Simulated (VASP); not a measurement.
# HfS2 (P-3m1) in VASP: a series of runs

Runs on HfS2. Level: PBEsol. Tasks: relaxation of cell and atoms, relaxation of shape and atoms at fixed volume.

Program: VASP 6.6.1. These are calculated values, not measurements. Logs are shortened: lines on timing, memory, paths and dates and some standing lists are left out, and cuts for length are marked.

## (1) The crystal as given

It takes space group P-3m1 (No. 164, trigonal). Conventional cell: a = 3.640 Å, b = 3.640 Å, c = 6.056 Å, α = 90.00°, β = 90.00°, γ = 120.00°. Hf (site symmetry -3m) is surrounded by 6 S at 2.54 Å. S (site symmetry 3m) is surrounded by 3 Hf at 2.54 Å.

The cell is a database's computed one.

## (2) Relaxation of cell and atoms, PBEsol

INCAR reads:

```
PREC     = Accurate       # precision mode
ENCUT    = 600            # plane-wave cutoff, eV
EDIFF    = 1E-6           # SCF threshold, eV
ISMEAR   = 0              # smearing method
SIGMA    = 0.03           # smearing width, eV
LREAL    = False          # projectors in reciprocal space
LASPH    = True           # aspherical terms in the spheres
NELM     = 80             # most SCF steps
ALGO     = Normal         # electronic algorithm
ISIF     = 3              # what is computed and relaxed
LWAVE    = False          # write WAVECAR
LCHARG   = False          # write CHGCAR
GGA      = PS             # functional
IBRION   = 2              # ionic algorithm
NSW      = 90             # ionic steps
EDIFFG   = -0.01          # ionic threshold
```

KPOINTS reads:

```
regular mesh
0
Gamma
  9 9 5
```

POSCAR reads:

```
HfS2
1.0
    3.6396641800      0.0000000000      0.0000000000
   -1.8198320900      3.1520416411      0.0000000000
    0.0000000000      0.0000000000      6.0555624700
Hf S
1 2
Direct
    0.0000000000      0.0000000000      0.0000000000
    0.6666666700      0.3333333300      0.7639520500
    0.3333333300      0.6666666700      0.2360479500
```

Potentials or basis: VASP PAW PBE potentials, release 64 (Hf_pv, S).

Run with:

```
> cat potpaw_PBE.64/Hf_pv/POTCAR potpaw_PBE.64/S/POTCAR > POTCAR
> mpirun -np 1 vasp_std > vasp.out
```

OUTCAR:

```text
PREC = Accurate
   ENCUT = 600
   EDIFF = 1E-6
   ISMEAR = 0
   LREAL = False
   LASPH = True
   NELM = 80
   ISIF = 3
   GGA = PS
   IBRION = 2
   NSW = 90
   EDIFFG = -0.01

 ion  position               nearest neighbor table
   1  0.000  0.000  0.000-   2 2.54   3 2.54   3 2.54   2 2.54   2 2.54   3 2.54
   2  0.667  0.333  0.764-   1 2.54   1 2.54   1 2.54
   3  0.333  0.667  0.236-   1 2.54   1 2.54   1 2.54

  LATTYP: Found a hexagonal cell.
 ALAT       =     3.6396641800
 C/A-ratio  =     1.6637695596

  Lattice vectors:

 A1 = (   3.6396641800,   0.0000000000,   0.0000000000)
 A2 = (  -1.8198320900,   3.1520416411,   0.0000000000)
 A3 = (   0.0000000000,   0.0000000000,   6.0555624700)

Analysis of symmetry for initial positions (statically):
=====================================================================
 Subroutine PRICEL returns:
 Original cell was already a primitive cell.

 Routine SETGRP: Setting up the symmetry group for a
 hexagonal supercell.

 Subroutine GETGRP returns: Found 12 space group operations
 (whereof 12 operations were pure point group operations)
 out of a pool of 24 trial point group operations.

The static configuration has the point symmetry D_3d.

Analysis of symmetry for dynamics (positions and initial velocities):
=====================================================================
 Subroutine PRICEL returns:
 Original cell was already a primitive cell.

 Routine SETGRP: Setting up the symmetry group for a
 hexagonal supercell.

 Subroutine GETGRP returns: Found 12 space group operations
 (whereof 12 operations were pure point group operations)
 out of a pool of 24 trial point group operations.

The dynamic configuration has the point symmetry D_3d.

 Subroutine INISYM returns: Found 12 space group operations
 (whereof 12 operations are pure point group operations),
 and found     1 'primitive' translations

----------------------------------------------------------------------------------------

                                     Primitive cell

  volume of cell :      69.4717

  direct lattice vectors                    reciprocal lattice vectors
     3.639664180  0.000000000  0.000000000     0.274750623  0.158627346  0.000000000
    -1.819832090  3.152041641  0.000000000     0.000000000  0.317254692  0.000000000
     0.000000000  0.000000000  6.055562470     0.000000000  0.000000000  0.165137426

  length of vectors
     3.639664180  3.639664180  6.055562470     0.317254692  0.317254692  0.165137426

  position of ions in fractional coordinates (direct lattice)
     0.000000000  0.000000000  0.000000000
     0.666666670  0.333333330  0.763952050
     0.333333330  0.666666670  0.236047950

[... 118 lines left out ...]

 number of electron      22.0000001 magnetization

 Free energy of the ion-electron system (eV)
  ---------------------------------------------------
  ext. energy  EPLUGINS =         0.00000000
  ---------------------------------------------------
  free energy    TOTEN  =       -24.05075918 eV

  energy without entropy =      -24.05075918  energy(sigma->0) =      -24.05075918

------------------------ aborting loop because EDIFF is reached ----------------------------------------

  FORCE on cell =-STRESS in cart. coord.  units (eV):
  Direction    XX          YY          ZZ          XY          YZ          ZX
  --------------------------------------------------------------------------------------
  -------------------------------------------------------------------------------------
  Total       -1.0898586     -1.0898586     -0.3035780      0.0000000      0.0000000      0.0000000
  in kB      -25.1346589    -25.1346589     -7.0012108      0.0000000      0.0000000      0.0000000
  external PRESSURE =     -19.0901762 kB  Pullay stress =       0.0000000 kB
[... 92 lines left out ...]
  FREE ENERGIE OF THE ION-ELECTRON SYSTEM (eV)
  ---------------------------------------------------
  free  energy   TOTEN  =       -24.0609386929 eV

  energy  without entropy=      -24.0609386929  energy(sigma->0) =      -24.06093869

 E-fermi :   3.2001     XC(G=0):  -9.7304

 val. band max:        3.0512728779   @ k =   0.0000   0.0000   0.0000
 cond. band min:       4.0463568256   @ k =   0.0000   0.4444   0.4000
 fundamental gap:      0.9950839477
 Fermi energy:         3.2001411366

 k-point     1 :       0.0000    0.0000    0.0000
  band No.  band energies     occupation
      1     -27.5349      2.00000
      2     -27.4125      2.00000
      3     -27.4125      2.00000
      4     -10.0820      2.00000
      5      -8.3752      2.00000
      6      -1.7472      2.00000
      7       0.3027      2.00000
      8       0.3027      2.00000
      9       2.8961      2.00000
     10       3.0513      2.00000
     11       3.0513      2.00000
     12       5.0213      0.00000
     13       5.0213      0.00000
     14       5.5784      0.00000
[... 403 lines left out ...]
      4      -9.1616      2.00000
      5      -8.4973      2.00000
      6      -0.9463      2.00000
      7      -0.3217      2.00000
      8       0.1459      2.00000
      9       0.6312      2.00000
     10       1.5904      2.00000
     11       2.4956      2.00000
     12       4.8649      0.00000
     13       6.1310      0.00000
     14       7.1649      0.00000
     15       8.0806      0.00000

 [... further k-points ...]

[... ionic steps 4 to 10 ...]

--------------------------------------- Ionic step       11  -------------------------------------------

 number of electron      22.0000001 magnetization

------------------------ aborting loop because EDIFF is reached ----------------------------------------
[... 69 lines left out ...]
--------------------------------------- Ionic step       13  -------------------------------------------

 number of electron      22.0000000 magnetization

 Free energy of the ion-electron system (eV)
  ---------------------------------------------------
  ext. energy  EPLUGINS =         0.00000000
  ---------------------------------------------------
  free energy    TOTEN  =       -24.06648716 eV

  energy without entropy =      -24.06648716  energy(sigma->0) =      -24.06648716

 E-fermi :   3.3990     XC(G=0):  -9.8553

 val. band max:        3.2399775386   @ k =   0.0000   0.0000   0.0000
 cond. band min:       4.2180755085   @ k =   0.0000   0.4444   0.4000
 fundamental gap:      0.9780979698
 Fermi energy:         3.3989789994

 k-point     1 :       0.0000    0.0000    0.0000
  band No.  band energies     occupation
      1     -27.3535      2.00000
      2     -27.2312      2.00000
      3     -27.2312      2.00000
      4      -9.9273      2.00000
      5      -8.1694      2.00000
      6      -1.6403      2.00000
      7       0.4839      2.00000
      8       0.4839      2.00000
      9       3.1838      2.00000
     10       3.2400      2.00000
     11       3.2400      2.00000
     12       5.2069      0.00000
     13       5.2069      0.00000
     14       5.7576      0.00000
[... 445 lines left out ...]
  FREE ENERGIE OF THE ION-ELECTRON SYSTEM (eV)
  ---------------------------------------------------
  free  energy   TOTEN  =       -24.0664871563 eV

  energy  without entropy=      -24.0664871563  energy(sigma->0) =      -24.06648716

 reached required accuracy - stopping structural energy minimisation
```

Wall time 2.7 min (1 thread of Intel Xeon 6975P-C (Granite Rapids), shared host); peak memory 0.25 GiB.

Results:

```yaml
Free_energy: -24.0665 eV
Relaxed_volume: 22.12 Å³/atom
Relaxed_cell: a = 3.588 Å, b = 3.588 Å, c = 5.953 Å, α = 90.00°, β = 90.00°, γ = 120.00°
Space_group_after_relaxing_to_0.05_Å: P-3m1 (No. 164)
Energy_gained_by_relaxing: 5.2 meV/atom
Ionic_steps: 13
Pressure_after_relaxing: 0.0 GPa
Band_gap_on_the_k_mesh: 0.98 eV, indirect (least direct gap 1.86 eV)
```

Forces in eV/Å, atoms in the order of the input:
```
Hf   0.000  0.000  0.000
S    0.000  0.000  0.002
S    0.000  0.000 -0.002
```

Step by step:
```csv
step,energy change (eV),largest force (eV/Å),pressure (GPa),volume (Å³)
1,0.0000,0.0666,-1.91,69.47
2,0.0004,0.4345,2.44,66.73
3,-0.0102,0.1752,0.17,68.09
4,-0.0136,0.0727,0.02,67.96
5,-0.0140,0.0229,-0.05,67.90
6,-0.0141,0.0238,-0.05,67.83
7,-0.0144,0.0267,0.00,67.63
8,-0.0149,0.0324,0.09,67.23
9,-0.0155,0.0431,0.28,66.42
10,-0.0155,0.0361,0.23,66.41
11,-0.0157,0.0128,0.08,66.38
12,-0.0156,0.0314,-0.21,66.33
13,-0.0157,0.0024,-0.02,66.36
```

Final structure:
```yaml
crystal:
  lattice:
    - [3.58794, 0.00000, 0.00000]
    - [-1.79397, 3.10725, 0.00000]
    - [0.00000, 0.00000, 5.95268]
  atoms:
    - { symbol: Hf, position: [0.00000, 0.00000, 0.00000] }
    - { symbol: S, position: [0.66667, 0.33333, 0.75685] }
    - { symbol: S, position: [0.33333, 0.66667, 0.24315] }
```

Caveat: the PAW data sets were made with another functional, which shifts forces and pressure a little; spin-orbit coupling is left out, which moves the levels of the heavy elements; an odd mesh through Γ misses points on the zone boundary, where band edges often lie; this functional lacks dispersion, which binds the layers, so the pressure and a relaxed spacing across them are unreliable.

## (3) Relaxation of cell and atoms, PBEsol

This run uses another cell than the first one, of 22.12 Å³/atom, 0.955 times its volume.

Edit INCAR of step 2 so:

```diff
@@ -2,3 +2,3 @@
 ENCUT    = 600            # plane-wave cutoff, eV
-EDIFF    = 1E-6           # SCF threshold, eV
+EDIFF    = 1E-7           # SCF threshold, eV
 ISMEAR   = 0              # smearing method
@@ -15,2 +15,2 @@
 NSW      = 90             # ionic steps
-EDIFFG   = -0.01          # ionic threshold
+EDIFFG   = -0.005         # ionic threshold
```

KPOINTS is that of step 2.

POSCAR reads:

```
HfS2                                    
1.0
    3.5879435698      0.0000000000     -0.0000000000
   -1.7939717849      3.1072502788      0.0000000000
    0.0000000000      0.0000000000      5.9526767967
  Hf              S             
     1     2
Direct
     0.0000000000000000    0.0000000000000000    0.0000000000000000
     0.6666666699999979    0.3333333300000021    0.7568499336475373
     0.3333333300000021    0.6666666699999979    0.2431500663524627
```

Potentials or basis: VASP PAW PBE potentials, release 64 (Hf_pv, S).

Run with:

```
> cat potpaw_PBE.64/Hf_pv/POTCAR potpaw_PBE.64/S/POTCAR > POTCAR
> mpirun -np 1 vasp_std > vasp.out
```

Run time: 48 s. Hardware: 1 thread of Intel Xeon 6975P-C (Granite Rapids), shared host; peak memory 0.24 GiB.

It converged, with:

* Free energy: -24.0662 eV
* Relaxed volume: 22.12 Å³/atom
* Relaxed cell: a = 3.588 Å, b = 3.588 Å, c = 5.952 Å, α = 90.00°, β = 90.00°, γ = 120.00°
* Space group after relaxing (to 0.05 Å): P-3m1 (No. 164)
* Energy gained by relaxing: 0.0 meV/atom
* Ionic steps: 3
* Pressure after relaxing: 0.0 GPa
* Band gap on the k mesh: 0.98 eV, indirect (least direct gap 1.86 eV)

Final structure:
```cif
data_structure
_symmetry_space_group_name_H-M 'P 1'
_symmetry_Int_Tables_number 1
_cell_length_a 3.5877
_cell_length_b 3.5877
_cell_length_c 5.9518
_cell_angle_alpha 90.000
_cell_angle_beta 90.000
_cell_angle_gamma 120.000
_cell_volume 66.35
loop_
_atom_site_label
_atom_site_type_symbol
_atom_site_fract_x
_atom_site_fract_y
_atom_site_fract_z
_atom_site_occupancy
Hf1 Hf 0.00000 0.00000 0.00000 1
S1 S 0.66667 0.33333 0.75686 1
S2 S 0.33333 0.66667 0.24314 1
```

Levels at points of the mesh, in eV from the valence-band top:
```csv
k point,band 7,band 8,band 9,band 10,band 11,band 12,band 13,band 14,band 15
"(0.00, 0.00, 0.00)",-2.76,-2.76,-0.06,0.00,0.00,1.97,1.97,2.52,5.51
```

Caveat: the PAW data sets were made with another functional, which shifts forces and pressure a little; spin-orbit coupling is left out, which moves the levels of the heavy elements; an odd mesh through Γ misses points on the zone boundary, where band edges often lie; this functional lacks dispersion, which binds the layers, so the pressure and a relaxed spacing across them are unreliable. As with any semilocal functional, this PBEsol gap is likely too small.

(Part 1 of 2 ends here.)
